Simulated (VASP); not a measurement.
Crystal: CdS.

```xyz
2
Lattice="0.0000 2.9176 2.9176 2.9176 0.0000 2.9176 2.9176 2.9176 0.0000" Properties=species:S:1:pos:R:3 pbc="T T T"
Cd    2.9176    5.8353    2.9176
S     1.4588    1.4588    1.4588
```

Base run:

```yaml
Program: VASP 6.6.1
Functional: HSE06
Potentials_or_basis: VASP PAW PBE potentials, release 64 (Cd, S)
Cutoff: 520 eV
k_mesh: 6 × 6 × 6
Occupations: gaussian, width 0.03 eV
Spin: no spin polarisation
```

Its results: band gap on the k mesh 2.18 eV, direct; pressure 2.0 GPa.

Task: The run is repeated on the same cell with these changes: functional from HSE06 to PBEsol. What comes out?

Result: Band gap on the k mesh 1.00 eV, direct; pressure 0.1 GPa.

HSE06 gives the wider gap, since exact exchange removes part of the self-interaction.

Caveats: the PAW data sets were made with another functional, which shifts forces and pressure a little.
